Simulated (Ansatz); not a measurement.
Al$_{2}$Au: what symmetry allows forces and stress to be

```yaml
crystal:
  lattice:
    - [-0.06000, 3.11139, 3.11139]
    - [3.11139, -0.06000, 3.11139]
    - [3.11139, 3.11139, -0.06000]
  atoms:
    - { symbol: Al, position: [0.23232, 0.23232, 0.23232] }
    - { symbol: Al, position: [0.76768, 0.76768, 0.76768] }
    - { symbol: Au, position: [0.00000, 0.00000, 0.00000] }
```

Computed with DFT PBE, scalar-relativistic, plane waves, PAW in Ansatz 0.2.0.

Cutoff 420 eV; k points 12×12×12 on the computed 3-atom cell (Γ-centred); Gaussian smearing, width 0.10 eV; no spin polarisation.

This distorted cell has space group R-3m, with 12 operations.

Problem. Without a calculation: in which directions can each atom feel a force?

Solution. A force must be left unchanged by every operation that keeps its atom in place, so it lies in the space that those operations leave fixed. Atoms that the group maps onto each other feel forces of one size.
```
atom site symmetry operations at the site equivalent to atom allowed force (Cartesian)
 Al1             3m                       6                   1   along (0.58, 0.58, 0.58)
 Al2             3m                       6                   1   along (0.58, 0.58, 0.58)
 Au3            -3m                      12                   3                       none
```

That leaves 1 independent force component of 9. A relaxation in this cell that keeps the symmetry moves the atoms in these directions alone.

Problem. And the stress tensor?

Solution. It must be invariant under the point group, which leaves 2 independent components: xx = yy, xx = zz, yy = zz, yz = xz, yz = xy, xz = xy.

Problem. Do the computed values obey this?

Solution. Yes. Forces (eV/Å):
```
Al1  0.725  0.725  0.725
Al2 -0.725 -0.725 -0.725
Au3  0.000  0.000  0.000
```

Stress (GPa, compression positive, xx yy zz yz xz xy): -5.78 -5.78 -5.78 4.16 4.16 4.16. The program imposes the same operations on density, forces and stress, so this confirms the analysis and is no independent test of the calculation.

Spin–orbit coupling is left out, which can shift energies with elements as heavy as these.